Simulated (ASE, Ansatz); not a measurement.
# Localised basis functions on twisted 1T-TiS2 bilayer, 77.90° (186 atoms)

Wanted: errors and times of a linear-scaling basis for twisted 1T-TiS2 bilayer, 77.90° (186 atoms). A setting counts as converged where the r.m.s. difference of forces stays under 1 % of the r.m.s. force.

Method: Kohn-Sham DFT, PBEsol, PAW (set soft_2), plane waves, in Ansatz 0.2.0.

## 1. The structure

The cell holds 186 atoms: 62 Ti and 124 S. Its edges and angles: a = 18.986 Å, b = 18.986 Å, c = 20.860 Å, α = 90.0°, β = 90.0°, γ = 120.0°. It derives from TiS2 (1T-TiS2). 1T-TiS2 (a = 3.41 Å) under 1T-TiS2 (a = 3.41 Å), bilayer, commensurate cell of 31 unit cells a layer, twist 77.90 deg; facing planes 3.14 Å apart; 12 Å of vacuum; layers as built, displaced by a Gaussian of 0.01 Å. Regions: layer 1, 93 atoms (31 Ti and 62 S); layer 2, 93 atoms (31 Ti and 62 S). Vacuum lies along c.

Limits known from the start: The functional has no dispersion term, which matters for the binding between molecules or layers. Beside vacuum, support functions can miss their usual error bounds without a warning. The main run has no spin polarisation, so moments on Ti can't form in it, and no Hubbard term. Sampling is at Γ alone, for a cell whose shortest periodic width is 16 Å.

## 2. Plane-wave single point

The first run fixes the reference, at a cutoff of 420 eV.

File input.yaml:

```yaml
crystal:
  lattice:
    - [18.9861, 0.0, 0.0]
    - [-9.49305, 16.44244, 0.0]
    - [0.0, 0.0, 20.86]
  atoms:
    - { symbol: Ti, position: [0.999, 0.99993, 0.35577] }
    - { symbol: S, position: [0.07477, 0.11703, 0.4247] }
    - { symbol: S, position: [0.11941, 0.04417, 0.28765] }
    - { symbol: Ti, position: [0.03127, 0.19424, 0.35571] }
    - { symbol: S, position: [0.10687, 0.31106, 0.42478] }
    - { symbol: S, position: [0.14979, 0.23685, 0.28787] }
    - { symbol: Ti, position: [0.06436, 0.38732, 0.35657] }
    - { symbol: S, position: [0.13972, 0.50554, 0.42485] }
    - { symbol: S, position: [0.18172, 0.43008, 0.28765] }
    - { symbol: Ti, position: [0.0972, 0.58168, 0.35631] }
    - { symbol: S, position: [0.17147, 0.69864, 0.42472] }
    - { symbol: S, position: [0.21523, 0.62426, 0.28666] }
    - { symbol: Ti, position: [0.1296, 0.7739, 0.35637] }
    - { symbol: S, position: [0.20405, 0.89268, 0.42405] }
    - { symbol: S, position: [0.24806, 0.81799, 0.28741] }
    - { symbol: Ti, position: [0.16099, 0.96686, 0.35602] }
    - { symbol: S, position: [0.2375, 0.08639, 0.42499] }
    - { symbol: S, position: [0.27968, 0.01008, 0.28728] }
    - { symbol: Ti, position: [0.19293, 0.16076, 0.35711] }
    - { symbol: S, position: [0.26803, 0.27933, 0.42485] }
    - { symbol: S, position: [0.31107, 0.20297, 0.28742] }
    - { symbol: Ti, position: [0.22558, 0.35528, 0.3556] }
    - { symbol: S, position: [0.30148, 0.47262, 0.42555] }
    - { symbol: S, position: [0.34395, 0.39775, 0.28715] }
    - { symbol: Ti, position: [0.25889, 0.54859, 0.35593] }
    - { symbol: S, position: [0.33258, 0.66662, 0.42463] }
    - { symbol: S, position: [0.37659, 0.59178, 0.28761] }
    - { symbol: Ti, position: [0.29018, 0.74189, 0.35619] }
    - { symbol: S, position: [0.36523, 0.85995, 0.42442] }
    - { symbol: S, position: [0.40887, 0.786, 0.28704] }
    - { symbol: Ti, position: [0.3218, 0.93506, 0.35664] }
    - { symbol: S, position: [0.39722, 0.05478, 0.42425] }
    [... 148 atom lines left out ...]
    - { symbol: Ti, position: [0.80168, 0.35132, 0.64367] }
    - { symbol: S, position: [0.92061, 0.42587, 0.71272] }
    - { symbol: S, position: [0.87784, 0.30763, 0.57534] }
    - { symbol: Ti, position: [0.83403, 0.18975, 0.64359] }
    - { symbol: S, position: [0.952, 0.26575, 0.71208] }
    - { symbol: S, position: [0.91008, 0.14734, 0.57417] }
kpoints:
  mp_grid: { grid: [1, 1, 1] }
hamiltonian:
  xc: pbesol
scf:
  occupations: { method: fermi_dirac, width: 0.05 }
output:
  forces: true
  populations: true
  dos:
    method: { smearing: { sigma: 0.15 } }
    de: 0.1
    projected: { site_lists: { S: [S], Ti: [Ti] } }
  eigenvalues: true
```

Started as:

```console
ansatz run input.yaml --threads 32 --pin off --max-ram 143360MiB --backend cuda --events-out ev --progress --plain --runs-dir out
```

Numbers of over 12 decimals in the logs are rounded to 6 here.

What it wrote:

```text
Engine: ansatz 0.2.0, aarch64-unknown-linux-gnu
Pseudopotentials: kind: paw
Pseudopotential: Ti, paw, valence charge 12, recommended cutoff 420 eV (normal), Ti.paw.azcp
Pseudopotential: S, paw, valence charge 6, recommended cutoff 420 eV (normal), S.paw.azcp
Functional definition: PBEsol
  exchange = pbesol_x
  correlation = pbesol_c
device memory: the entry about to start is reckoned to put 16.7 GiB on a device that reports 182.5 GiB free
GPU FFT provider: cuFFT
GPU libraries: cuBLAS 13.8.1, cuFFT 12.4.0, cuSOLVER 12.3.2
GPU matrix products: emulated (plane waves: as basis.precision tells), large ones in fixed point in workspaces of 1.00 GiB
Crystal: 186 atoms, lattice volume = 6512.029 Å³
Basis set: ecut = 420 eV, 127161 PW (Γ), exchange–correlation on 256×256×288 points (8 copies of the dense FFT grid, shifted against one another)
Bands: 930, of which v1, the nominal top of the filled ones, is band 744 counted from 1 (743 counted from 0)
Symmetry: 1 space group operations
Space group: P1 (ITA 1), of the structure as read, at distance tolerance 1.9e-4 Å
k-points: 1
Non-local potential: Ti, projectors of the file, l = 0: 3, l = 1: 2, l = 2: 3, l = 3: 1
Non-local potential: S, projectors of the file, l = 0: 2, l = 1: 2, l = 2: 2
PAW form: soft (Blöchl's): semilocal exchange-correlation on the pseudo side does not see the compensation charge
PAW frozen core: Ti, regenerated for the run's functional, and the local potential with it (the file was generated under x = pbe(κ = 0.804, μ = 0.219515), c = pbe(β = 0.066725))
PAW frozen core: S, regenerated for the run's functional, and the local potential with it (the file was generated under x = pbe(κ = 0.804, μ = 0.219515), c = pbe(β = 0.066725))
PAW one-centre angular grid: Ti, 590 points (default); XC on 64 Gauss nodes
PAW one-centre angular grid: S, 110 points (default); XC on 64 Gauss nodes
Initial density: superposition of atomic densities (neutral atoms: chi_scale 0, normalization atom), corrected by the library's trained network
Initial wavefunctions: pseudopotential atomic-orbital guess
GPU buffer pool allocated for 2359296 grid points (all kernels)
GPU transforms: local potential and band sums: pruned to the plane-wave sphere, on 125×125×144
Functional: x = pbesol(κ = 0.804, μ = 0.123457), c = pbesol(β = 0.046)
SCF iter   1: F=—  HF=-263354.789324 eV  |F-HF|=—  |Δ(HF+E_count)|=         —  Δρ=3.48e-3  dr2=8.86e-1  ethr=1.77e-3  ⟨swp⟩=6.0  Hψ=3896  notcnv=0
preconditioner: auto → LDOS  [insulator: Δε(μ)=0.181 eV  Ē_g=6.438 eV  σ=0.050 eV  W_gap=0.71  n_scr=1082 (ndim 8)  ℏωp=14.5 eV  f_vac=0.423  D(μ)=46.12/eV (n_scr^D=156)  ε∞_Penn≈6.1  β→1.0]
SCF iter   2: F=—  HF=-263354.705060 eV  |F-HF|=—  |Δ(HF+E_count)|=   8.43e-2  Δρ=2.45e-3  dr2=5.18e-1  ethr=5.95e-5  ⟨swp⟩=2.0  Hψ=1988  notcnv=0  defer=12
SCF iter   3: F=—  HF=-263354.591191 eV  |F-HF|=—  |Δ(HF+E_count)|=   1.14e-1  Δρ=8.16e-4  dr2=7.55e-2  ethr=3.48e-5  ⟨swp⟩=4.0  Hψ=1803  notcnv=0  defer=12
SCF iter   4: F=—  HF=-263354.584907 eV  |F-HF|=—  |Δ(HF+E_count)|=   6.28e-3  Δρ=1.23e-4  dr2=1.88e-3  ethr=5.08e-6  ⟨swp⟩=2.0  Hψ=1464  notcnv=0  defer=12
SCF iter   5: F=—  HF=-263354.578522 eV  |F-HF|=—  |Δ(HF+E_count)|=   6.39e-3  Δρ=5.92e-5  dr2=6.83e-4  ethr=1.26e-7  ⟨swp⟩=2.0  Hψ=1600  notcnv=0  defer=12
SCF iter   6: F=—  HF=-263354.578422 eV  |F-HF|=—  |Δ(HF+E_count)|=   9.92e-5  Δρ=1.38e-5  dr2=2.02e-5  ethr=4.59e-8  ⟨swp⟩=2.0  Hψ=1287  notcnv=0  defer=12
SCF iter   7: F=—  HF=-263354.579631 eV  |F-HF|=—  |Δ(HF+E_count)|=   1.21e-3  Δρ=6.39e-6  dr2=7.70e-6  ethr=1.36e-9  ⟨swp⟩=2.0  Hψ=1451  notcnv=0  defer=12
SCF iter   8: F=—  HF=-263354.579631 eV  |F-HF|=—  |Δ(HF+E_count)|=   1.42e-7  Δρ=2.18e-6  dr2=7.97e-7  ethr=5.17e-10  ⟨swp⟩=2.0  Hψ=1162  notcnv=0  defer=12
SCF iter   9: F=-263354.579632 eV  HF=-263354.579632 eV  |F-HF|=5.12e-9  |Δ(HF+E_count)|=   3.35e-7  Δρ=4.36e-7  dr2=2.32e-8  ethr=6.72e-12  ⟨swp⟩=9.0  Hψ=3677  notcnv=0
SCF 1 converged in 9 iterations: F = -263354.579632 eV  dr2 = 2.32e-8
  greatest PAW one-centre occupation: 0.999 electrons in one spin orbital (limit 2), on the Ti atom at site 102 (counted from 0), in its partial waves of l = 0
SCF converged after 9 iterations
Free energy (F): -263354.579632 eV
Harris-Foulkes:  -263354.579632 eV  (|F-HF|=5.12e-9)
Internal energy: -263354.139913 eV  (E = F + TS)
E sigma→0 (E₀):  -263354.359772 eV
Entropy (-TS):   -0.439718 eV (-2.364 meV/atom)
Fermi energy:    1.707504 eV
--- Per-component energies (eV) ---
  E_band       = -22479.784979
  E_kinetic    = 29976.552785
  E_local      = -590418.831996  (includes V_loc(G=0)·N_el)
  E_nonlocal   = 3981.970667
  E_hartree    = 281692.653371
  E_xc         = -17917.297910
  E_vxc        = -18367.590163  (∫ρ·V_xc dr)
  E_paw        = -135737.126123  (= ΣΔE_a)
  E_vpaw       = -11037.213907  (= ΣTr[D̂ρ^β])
  E_aug_tail   = 0.008027  (compensation charges beyond the density's cutoff)
  E_ewald      = 165051.607725
  E_core_change = 16.323541  (= ΣΔE_core)
  E_smearing   = -0.439718  (= −TS)
  E_closure    = -0.000000  (closes the sum)
  Σ components = -263354.579632   (vs F -263354.579632, Δ=0.00e0)
--- Forces (eV/Å), atoms counted from 1 ---
[... 186 lines of forces left out ...]
  max |Σ_I F_I| component: 1.31e-5 eV/Å
--- Band table (eV) ---
[... left out ...]
--- Löwdin populations: 186 sites ---
  site symbol       q [e]
[... 186 lines, one an atom, left out ...]
  spilling = 0.006673 (of n_electrons = 1488.000000)
```

Wall time 4.2 s (1 × NVIDIA GB200 with 32 threads of Arm Neoverse V2, shared host); peak memory 2.5 GiB; 14 s of CPU time.

In the SCF lines HF is the Harris–Foulkes energy and dr2 the Hartree energy of the density residual, in eV; the loop may stop once dr2 is under the threshold and the program's other checks hold. Hψ counts applications of the Hamiltonian.

That memory is the host's; the program planned up to 16.7 GiB on the GPU. Forces of this run were stored rounded, and per-atom blocks of the log weren't kept.

Read from the output:

| Property | Result |
| --- | --- |
| free energy | -263354.5796 eV |
| free energy per atom | -1415.8848 eV/atom |
| SCF cycles | 9 |
| r.m.s. force component | 0.1886 eV/Å |
| longest force | 0.733 eV/Å |
| Fermi energy | 1.708 eV |
| levels partly filled by over 2 per cent | 13 |
| spilling of the projection | 0.006673 |

Length of the force by element:

```tsv
element	coordination	atoms	mean length of the force (eV/Å)	spread	least	most
S	all	124	0.372	0.0902	0.132	0.733
Ti	all	62	0.152	0.0572	0.0206	0.318
```

Löwdin charges by element (they lack the spilled electrons, 0.053 e an atom on average):

```tsv
element	coordination	atoms	mean charge (e)	spread	least	most
S	all	124	-0.304	0.0058	-0.318	-0.287
Ti	all	62	0.768	0.0033	0.761	0.775
```

By region:

```tsv
region	atoms	mean length of the force (eV/Å)
layer 1	93	0.318
layer 2	93	0.28
```

States in the cell by windows of 1 eV, zero at the Fermi level; some projections on atomic orbitals stand beside the total:

```tsv
from (eV)	to (eV)	total	S p	Ti d	S s
-18	-14	0.0	0.0	0.0	0.0
-14	-13	28.0	0.5	0.0	17.2
-13	-12	166.1	2.8	10.4	141.5
-12	-11	53.9	0.7	4.0	48.4
-11	-6	0.0	0.0	0.0	0.0
-6	-5	25.3	17.0	4.6	0.3
-5	-4	167.5	124.6	27.8	4.7
-4	-3	144.7	101.6	34.1	3.3
-3	-2	239.2	163.9	65.7	4.5
-2	-1	140.2	116.1	18.5	2.3
-1	0	27.6	23.4	3.7	0.1
0	1	128.5	22.3	101.2	1.2
```

The stored curve holds about 992 of the 1488 electrons; the rest, give or take the few that broadening carries across the Fermi level, lie in deeper levels below its range.

Not all projections were asked for or kept, so they needn't add up to the total.

The levels nearest the highest filled one (over half full), pooled over k-points and spins:

```tsv
level less the highest filled one (eV)	occupation
-0.627	2
-0.615	2
-0.0087	1.70
-0.0056	1.69
-0.0027	1.67
0	1.66
0.182	0.222
0.186	0.206
0.192	0.188
0.227	0.098
0.227	0.097
0.232	0.089
```

Mean Löwdin charges: S -0.30, Ti +0.77 e (they miss 0.67 % of the electrons, so they add up to more than the cell's charge). Just under the Fermi level the largest share is S p (80 % of the projected weight), just over it Ti d (78 % of the projected weight).

## 3. Distances and neighbours

These statistics describe the geometry on which the runs were made.

Normalised to the volume that the atoms fill. Pair distribution functions g(r), in bins of 0.2 Å:

```tsv
r (Å)	total	S-S	S-Ti	Ti-Ti
2.30	0.03	0.00	0.06	0.00
2.50	4.90	0.00	11.05	0.00
2.70	0.00	0.00	0.00	0.00
2.90	0.00	0.00	0.00	0.00
3.10	0.02	0.05	0.00	0.00
3.30	1.00	1.54	0.00	2.90
3.50	4.14	7.22	0.00	8.35
3.70	0.06	0.13	0.00	0.00
3.90	0.09	0.20	0.00	0.00
4.10	1.38	0.19	2.93	0.00
4.30	0.41	0.11	0.81	0.00
4.50	0.11	0.20	0.05	0.00
4.70	0.16	0.09	0.28	0.00
4.90	0.83	1.57	0.30	0.00
5.10	0.15	0.09	0.25	0.00
5.30	1.18	0.18	2.48	0.00
5.50	1.15	0.08	2.52	0.00
5.70	0.18	0.15	0.25	0.00
5.90	2.21	3.85	0.19	3.75
6.10	0.31	0.33	0.27	0.38
6.30	0.29	0.32	0.19	0.55
6.50	0.27	0.28	0.23	0.36
6.70	0.36	0.46	0.19	0.62
6.90	1.13	1.57	0.22	2.96
7.10	0.25	0.29	0.16	0.43
7.30	1.36	0.28	2.69	0.36
7.50	0.30	0.28	0.31	0.34
7.70	0.84	1.38	0.39	0.43
```

Bonds by pair of elements; cutoffs follow the first minimum of g(r), held within bounds set by covalent radii, and pairs that aren't listed don't count as bonded:

```tsv
pair A-B	cutoff (Å)	bonds	mean length (Å)	spread (Å)	shortest (Å)	B about A	A about B
S-Ti	3.1	372	2.43	0.013	2.40	3	6
```

How many atoms have how many bonded neighbours:

```tsv
element	mean	3	6
S	3	124	0
Ti	6	0	62
```

Bond angles, per cent of each kind in bins of 5°:

```tsv
angle (°)	S-Ti-S	Ti-S-Ti
85–90	40.1	98.9
90–95	39.9	1.1
95–100	0.0	0.0
100–105	0.0	0.0
105–110	0.0	0.0
110–115	0.0	0.0
115–120	0.0	0.0
120–125	0.0	0.0
125–130	0.0	0.0
130–135	0.0	0.0
135–140	0.0	0.0
140–145	0.0	0.0
145–150	0.0	0.0
150–155	0.0	0.0
155–160	0.0	0.0
160–165	0.0	0.0
165–170	0.0	0.0
170–175	0.0	0.0
175–180	20.0	0.0
```

Bond angles (no mean is given where the spread exceeds 20°):

```tsv
angle	count	mean (°)	spread (°)
S-Ti-S	930	-	-
Ti-S-Ti	372	89	0.4
```

First main peaks of g(r), for some of the pairs, lie near 3.43 Å (S-S), 2.43 Å (S-Ti) and 3.41 Å (Ti-Ti). With the cutoffs above, all S atoms have 3 and all Ti atoms have 6 bonded neighbours.

Local excerpt of 8 atoms (numbers count through the whole input) about S186, which bears the longest force; x, y, z are measured from there.

```tsv
atom	x	y	z	distance (Å)	bonds	Löwdin charge (e)	Fx	Fy	Fz (eV/Å)
S186	0.00	0.00	0.00	0.00	3	-0.31	-0.025	-0.068	0.729
Ti127	1.53	1.23	1.45	2.45	6	0.77	0.071	0.049	-0.096
Ti184	-1.85	0.70	1.45	2.45	6	0.76	0.148	0.099	-0.024
Ti124	0.30	-1.94	1.46	2.45	6	0.77	-0.091	-0.003	-0.163
S80	0.02	0.04	-3.12	3.12	3	-0.29	0.136	0.048	-0.499
S183	-2.13	2.64	0.02	3.39	3	-0.31	-0.114	0.052	0.393
S180	-3.36	-0.53	0.02	3.40	3	-0.29	-0.125	-0.058	0.351
S126	2.14	-2.64	0.03	3.40	3	-0.30	0.031	-0.073	0.351
```

The column of bonds counts only the pairs S-Ti within 3.10 Å; other neighbours, such as metal atoms beside each other in a compound, aren't counted, and periodic images can show an atom twice.

## 4. Support functions medium

The cell is solved in localised support functions.

This step: Kohn-Sham DFT, PBEsol, PAW (set soft_2), localised support functions (medium) (Ansatz 0.2.0).

input.yaml, the sections that differ from step 2:

```yaml
scf:
  occupations: { method: fermi_dirac, width: 0.05 }
  eigensolver: { kind: { support_functions: { accuracy: medium } } }
  mixing: { beta: 0.4 }
  max_iter: 150
output:
  forces: true
# crystal, kpoints, hamiltonian: as in step 2
```

What it wrote:

```text
Warning: scf.eigensolver.kind.support_functions: disabling space-group detection — the functions' gradient is summed over unrotated k-points, so no spatial operation reduces the k-mesh or symmetrises the density; time reversal is kept, so that k and −k are solved as one point where they differ and the mesh holds both, and exact exchange and, on two spinor components, a DFT+U term hold to it where the run has them: [...]
settings of this run that can trade accuracy for cost: scf.eigensolver.kind.support_functions [...]
[...]
GPU FFT provider: cuFFT
GPU libraries: cuBLAS 13.8.1, cuFFT 12.4.0, cuSOLVER 12.3.2
[...]
Crystal: 186 atoms, lattice volume = 6512.029 Å³
Basis set: ecut = 420 eV, 127161 PW (Γ), exchange–correlation on 256×256×288 points (8 copies of the dense FFT grid, shifted against one another)
Bands: 893, of which v1, the nominal top of the filled ones, is band 744 counted from 1 (743 counted from 0)
Symmetry: 1 space group operations
k-points: 1
[...]
GPU buffer pool allocated for 2359296 grid points (all kernels)
[...]
SCF iter   1: F=—  HF=-263358.344480 eV  |F-HF|=—  |Δ(HF+E_count)|=         —  Δρ=4.76e-2  dr2=2.02e2  ethr=1.00e-1
[...]
SCF iter  22: F=-263354.672991 eV  HF=-263354.672890 eV  |F-HF|=1.02e-4  |Δ(HF+E_count)|=   1.80e-3  Δρ=4.16e-6  dr2=2.26e-6  ethr=7.68e-10
SCF 1 converged in 22 iterations: F = -263354.705173 eV  dr2 = 2.26e-6
[...]
SCF converged after 22 iterations
Stability not checked: this state was not tested for a lower state beside it, because the mixer in use, unlike msr1, does not test its closes by its own steps (another_mixer; see scf.mixing.algorithm and scf.lower_state_search)
Free energy (F): -263354.705173 eV
[...]
Internal energy: -263354.266335 eV  (E = F + TS)
E sigma→0 (E₀):  -263354.485754 eV
Entropy (-TS):   -0.438838 eV (-2.359 meV/atom)
Fermi energy:    1.708024 eV
[...]
--- Forces (eV/Å), atoms counted from 1 ---
[... 186 lines of forces left out ...]
  max |Σ_I F_I| component: 4.72e-3 eV/Å
--- Band table (eV) ---
[... left out ...]
  guard bands above this table: 105 of the run's 893 bands (output.publish_guard_bands: true publishes all)
```

Wall time 7.7 s (1 × NVIDIA GB200 with 32 threads); peak memory 1.9 GiB; 23 s of CPU time.

That memory is the host's; the program planned up to 8.1 GiB on the GPU.

The program notes that the band table was not solved further than the SCF left it and it switched symmetry off. Further notices: vacuum switching off with vacuum.

Keys that differ from the reference: support_functions.accuracy = "medium", scf.max_iter = 150 and scf.mixing.beta = 0.4.

Forces differ from the reference by 0.38 meV/Å r.m.s., 0.20 % of their size, well within a tolerance of 1 %; the energy by -0.68 meV/atom. It took 7.7 s and 22 cycles; the reference's time can't be set against it, since the two runs asked for unlike analyses. The two runs also began from different starting densities, which bears on cycles and time.

## 5. Cost against change

Differences are against the plane-wave reference (Kohn-Sham DFT, PBEsol, PAW (set soft_2), plane waves), whose r.m.s. force component is 0.189 eV/Å. Energies are set beside the reference only for runs with its functional, potentials and electron count. Times are for 1 × NVIDIA GB200 with 32 threads of Arm Neoverse V2, shared host. The reference's time includes the DOS, which some other runs skip.

```tsv
run	Δ force, r.m.s. (meV/Å)	share of r.m.s. force (%)	Δ energy (meV/atom)	cycles	time	host memory (GiB)	planned on the GPU (GiB)
reference	-	-	-	9	4.2 s	2.5	17
support functions medium	0.383	0.203	-0.675	22	7.7 s	1.9	8.1
```

## 6. What came out

```yaml
free_energy_per_atom: -1415.8848 eV/atom
r_m_s_force_component: 0.1886 eV/Å
wall_time_of_the_2_dft_runs: 12 s
```

Against plane waves at 420 eV, the forces differ by 0.38 meV/Å (0.20 %) with support functions medium. At 186 atoms the run with support functions medium takes roughly 1.9 times the time of plane waves (whose run also made extra analyses, so the like-for-like ratio is larger), in 22 SCF cycles against 9. Differences between support functions and plane waves include what basis error the plane-wave run still has.

Levels near the Fermi energy are neither full nor empty under the smearing, so no gap is quoted. With the cutoffs above, all S atoms have 3 and all Ti atoms have 6 bonded neighbours.

What to keep in mind: The geometry was built by rule, was displaced at random and isn't relaxed at this level: its force components are 0.19 eV/Å r.m.s.

[Logs are printed without paths, hosts, clocks, repeated set-up lines and the standing remarks that a program may print on its own settings, such as how far it seeks lower states.]

[Hosts, paths, dates, database ids (printed as entryN), source tags and the programs' standing remarks are cut or masked in the printed files.]
